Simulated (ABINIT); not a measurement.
# CoO (I4/mmm) in ABINIT: further runs

One crystal, CoO, is run at these levels: revPBE, PW91, WC; tasks: single point.

Everything below comes from runs of ABINIT 10.8.3 (patched build). Logs are shortened: lines on timing, memory, paths and dates and some standing lists are left out, and cuts for length are marked. The log counts tension as positive stress, the text compression.

## (1) Starting point

It takes space group I4/mmm (No. 139, tetragonal). Conventional cell: a = 3.016 Å, b = 3.016 Å, c = 4.214 Å, α = 90.00°, β = 90.00°, γ = 90.00°. Around Co (site symmetry 4/mmm) lie 6 O at 2.11 to 2.13 Å. Around O (site symmetry 4/mmm) lie 6 Co at 2.11 to 2.13 Å.

## (2) Single point, revPBE, collinear spin, ferromagnetic start

Contents of run.abi:

```
pp_dirpath "./"
pseudos "Co.GGA_PBE-JTH.xml, O.GGA_PBE-JTH.xml"

acell 2.9981027643 2.9981027643 2.9981027643 Angstrom
rprim
    -0.5029847602     0.5029847602     0.7028603432
     0.5029847602    -0.5029847602     0.7028603432
     0.5029847602     0.5029847602    -0.7028603432
ntypat 2
znucl 27 8
natom 2
typat 1 2
xred
     0.0000000000     0.0000000000     0.0000000000
     0.5000000000     0.5000000000     0.0000000000

ecut 843.552974 eV
pawecutdg 53.0
pawxcdev 0

kptopt 1
ngkpt 10 10 10
nshiftk 1
shiftk 0.0 0.0 0.0

ixc 14

nband 16
occopt 3
tsmear 0.05 eV

nsppol 2
spinat
     0.0000000000     0.0000000000     2.0000000000
     0.0000000000     0.0000000000     0.0000000000

nstep 100
tolvrs 1.0e-9

iomode 3
prtwf 0
prteig 0
prtebands 0
enunit 1
prtden 1
prtvha 1
prtvclmb 1
prtpot 1
```

Potentials or basis: JTH PAW PBE v2.0.

Run with:

```
$ abinit run.abi > log 2>&1
```

run.abo:

```text
.Version 10.8.3 of ABINIT
 Symmetries : space group I4/m m m (#139); Bravais tI (body-center tetrag.)
================================================================================
 Values of the parameters that define the memory need of the present run
     intxc =       0    ionmov =       0      iscf =      17    lmnmax =      18
     lnmax =       6     mgfft =      30  mpssoang =       3    mqgrid =    3001
     natom =       2  nloc_mem =       2    nspden =       2   nspinor =       1
    nsppol =       2      nsym =      16    n1xccc =       1    ntypat =       2
    occopt =       3   xclevel =       2
       mpw =        1078          nfft =       27000          nkpt =         102
 PAW method is used; the additional fine FFT grid is defined by:
   mgfftf=        40    nfftf =     64000
================================================================================
================================================================================

--------------------------------------------------------------------------------
------------- Echo of variables that govern the present computation ------------
--------------------------------------------------------------------------------
 -outvars: echo values of preprocessed input variables --------
            acell      5.6655931219E+00  5.6655931219E+00  5.6655931219E+00 Bohr
              amu      5.89332000E+01  1.59994000E+01
             ecut      3.10000000E+01 Hartree
           enunit           1
                       outvar_i_n : Printing only first  50 k-points.
              ixc          14
                       outvar_i_n : Printing only first  50 k-points.
         kptrlatt       10    0    0      0   10    0      0    0   10
          kptrlen      5.66559312E+01
            natom           2
            nband          16
            ngfft          30      30      30
          ngfftdg          40      40      40
             nkpt         102
           nspden           2
           nsppol           2
            nstep         100
             nsym          16
           ntypat           2
                       prtocc : prtvol=0, do not print more k-points.
                       1.000000  1.000000  1.000000  1.000000  1.000000  1.000000
                       1.000000  1.000000  1.000000  1.000000  1.000000  1.000000
                       0.000000  0.000000  0.000000  0.000000
                       1.000000  1.000000  1.000000  1.000000  1.000000  1.000000
                       1.000000  1.000000  1.000000  1.000000  1.000000  1.000000
                       0.000000  0.000000  0.000000  0.000000
                       1.000000  1.000000  1.000000  1.000000  1.000000  1.000000
                       1.000000  1.000000  1.000000  1.000000  1.000000  1.000000
                       0.000000  0.000000  0.000000  0.000000
                       1.000000  1.000000  1.000000  1.000000  1.000000  1.000000
                       1.000000  1.000000  1.000000  1.000000  1.000000  1.000000
                       0.000000  0.000000  0.000000  0.000000
                       1.000000  1.000000  1.000000  1.000000  1.000000  1.000000
                       1.000000  1.000000  1.000000  1.000000  1.000000  1.000000
                       0.000000  0.000000  0.000000  0.000000
                       1.000000  1.000000  1.000000  1.000000  1.000000  1.000000
                       1.000000  1.000000  1.000000  1.000000  1.000000  1.000000
[... 325 lines left out ...]
 frms,max,avg= 0.0000000E+00 0.0000000E+00   0.000E+00  0.000E+00  0.000E+00 e/A
 length scales=  5.665593121854  5.665593121854  5.665593121854 bohr
              =  2.998102764300  2.998102764300  2.998102764300 angstroms
 Fermi (or HOMO) energy (eV) =  10.64320   Average Vxc (eV)= -11.97149
 Eigenvalues (   eV  ) for nkpt= 102  k points, SPIN UP:
 kpt#   1, nband= 16, wtk=  0.00100, kpt=  0.0000  0.0000  0.0000 (reduced coord)
 -86.39423  -49.67282  -49.55762  -49.55762   -9.74516    7.30673    7.32632    7.40161
   7.44492    7.44492    7.46422    7.46422    7.62208   11.62475   27.44564   28.70429
 prteigrs : prtvol=0 or 1, do not print more k-points.

 Eigenvalues (   eV  ) for nkpt= 102  k points, SPIN DOWN:
 kpt#   1, nband= 16, wtk=  0.00100, kpt=  0.0000  0.0000  0.0000 (reduced coord)
 -83.31310  -46.60811  -46.56276  -46.56276   -9.24972    7.95116    8.00900    8.00900
   9.51460    9.51460    9.53983   10.73887   10.80316   12.15940   27.28069   29.20932
 prteigrs : prtvol=0 or 1, do not print more k-points.

--- !EnergyTerms
iteration_state     : {dtset: 1, }
comment             : Components of total free energy in Hartree
kinetic             :  1.92165039577496E+01
hartree             :  4.22480999072226E+01
xc                  : -6.01785091179322E+00
Ewald energy        : -1.06646217895261E+02
psp_core            :  3.50504041554871E+00
local_psp           : -1.41806122474647E+02
PAW spherical_terms :  2.70858412227191E+01
internal            : -1.62414705778461E+02
'-kT*entropy'       : -1.22454766549990E-03
total_energy        : -1.62415930326126E+02
total_energy_eV     : -4.41956261260456E+03
...

--- !EnergyTermsDC
iteration_state     : {dtset: 1, }
comment             : '"Double-counting" decomposition of free energy'
band_energy         : -1.40185473588398E+01
Ewald energy        : -1.06646217895261E+02
psp_core            :  3.50504041554871E+00
xc_dc               : -4.04525290737811E+01
PAW spherical_terms : -4.80245074612884E+00
internal            : -1.62414704658462E+02
'-kT*entropy'       : -1.22454766549990E-03
total_energy_dc     : -1.62415929206127E+02
total_energy_dc_eV  : -4.41956258212783E+03
...

--- !EnergyTermsWithPAWCore
iteration_state     : {dtset: 1, }
comment             : 'Components of total free energy, including PAW core contributions'
Total energy        : -1.46884788357081E+03
Total energy DC     : -1.46884788245081E+03
Total energy (eV)   : -3.99693870964371E+04
Total energy DC (eV): -3.99693870659603E+04
...

 Cartesian components of stress tensor (hartree/bohr^3)
  sigma(1 1)= -1.17444904E-04  sigma(3 2)=  0.00000000E+00
  sigma(2 2)= -1.17444904E-04  sigma(3 1)=  0.00000000E+00
  sigma(3 3)= -1.22092636E-04  sigma(2 1)=  0.00000000E+00

-Cartesian components of stress tensor (GPa)         [Pressure=  3.5009E+00 GPa]
- sigma(1 1)= -3.45534837E+00  sigma(3 2)=  0.00000000E+00
- sigma(2 2)= -3.45534837E+00  sigma(3 1)=  0.00000000E+00
- sigma(3 3)= -3.59208935E+00  sigma(2 1)=  0.00000000E+00

== END DATASET(S) ==============================================================
================================================================================

 -outvars: echo values of variables after computation  --------
            acell      5.6655931219E+00  5.6655931219E+00  5.6655931219E+00 Bohr
           etotal     -1.6241592921E+02
            fcart     -0.0000000000E+00 -0.0000000000E+00 -0.0000000000E+00
                      -0.0000000000E+00 -0.0000000000E+00 -0.0000000000E+00
            rprim     -5.0298476020E-01  5.0298476020E-01  7.0286034320E-01
                       5.0298476020E-01 -5.0298476020E-01  7.0286034320E-01
                       5.0298476020E-01  5.0298476020E-01 -7.0286034320E-01
           strten     -1.1744490394E-04 -1.1744490394E-04 -1.2209263555E-04
                       0.0000000000E+00  0.0000000000E+00  0.0000000000E+00
           xangst      0.0000000000E+00  0.0000000000E+00  0.0000000000E+00
                       3.3629806150E-17  3.3629806150E-17  2.1072475379E+00
             xred      0.0000000000E+00  0.0000000000E+00  0.0000000000E+00
                       5.0000000000E-01  5.0000000000E-01  2.2300932461E-17
 Calculation completed.
```

It took 4.6 min on 1 thread of Intel Xeon Platinum 8375C at 2.90GHz (Ice Lake), shared host; peak memory 0.22 GiB.

Results:

* Free energy: -4419.5626 eV
* Pressure: 3.5 GPa
* Band gap on the k mesh: none (metal or under the smearing width)
* Net moment: 2.93 μB per cell
* Site moments: Co +2.58; O +0.28 μB
* Valence electrons inside the program's atomic spheres: Co 15.26; O 4.53

Stress tensor (GPa, compression positive):
```
3.46 0.00 0.00
0.00 3.46 0.00
0.00 0.00 3.59
```

Caveat: the PAW data sets were made with another functional, which shifts forces and pressure a little; a cell with one magnetic atom can't hold antiferromagnetic order, which such compounds often take; semilocal functionals often make such compounds metallic where correlation or magnetic order opens a gap, which also shifts bond lengths.

## (3) Single point, PW91, collinear spin, ferromagnetic start

Edit run.abi of step 2 so:

```diff
@@ -25,3 +25,3 @@
 
-ixc 14
+ixc -109134
```

Potentials or basis: JTH PAW PBE v2.0.

Run with:

```
$ abinit run.abi > log 2>&1
```

It took 4.9 min on 1 thread of Intel Xeon Platinum 8375C at 2.90GHz (Ice Lake), shared host; peak memory 0.22 GiB.

It converged, with:

- Free energy: -4426.2737 eV
- Pressure: -1.7 GPa
- Band gap on the k mesh: none (metal or under the smearing width)
- Net moment: 2.88 μB per cell
- Site moments: Co +2.54; O +0.27 μB
- Valence electrons inside the program's atomic spheres: Co 15.27; O 4.52

Stress tensor (GPa, compression positive):
```
-1.70  0.00  0.00
 0.00 -1.70  0.00
 0.00  0.00 -1.59
```

Levels at points of the mesh, in eV from the Fermi level:
Spin up:
```tsv
k point	band 9	band 10	band 11	band 12	band 13	band 14	band 15	band 16
(0.00, 0.00, 0.00)	-3.17	-3.17	-3.09	-3.09	-2.95	1.01	16.88	18.12
(0.50, 0.00, 0.00)	-2.33	-2.28	-1.75	0.11	0.18	5.07	9.36	13.30
(0.50, 0.50, 0.00)	-3.95	-2.89	-2.36	-2.04	-1.96	5.83	9.79	11.77
(0.50, 0.50, 0.50)	-3.86	-2.85	-2.36	-2.05	-2.05	5.84	9.95	11.65
```
Spin down:
```
           k point  band 8  band 9  band 10  band 11  band 12  band 13
(0.00, 0.00, 0.00)   -2.63   -1.13    -1.13    -1.10     0.06     0.11
(0.50, 0.00, 0.00)   -4.69   -0.15    -0.10     0.18     2.73     2.77
(0.50, 0.50, 0.00)   -3.84   -2.25     0.10     0.15     0.54     1.05
(0.50, 0.50, 0.50)   -3.92   -2.27     0.14     0.14     0.62     1.02
```

Caveat: the PAW data sets were made with another functional, which shifts forces and pressure a little; a cell with one magnetic atom can't hold antiferromagnetic order, which such compounds often take; semilocal functionals often make such compounds metallic where correlation or magnetic order opens a gap, which also shifts bond lengths.

[end of part 1 of 2]
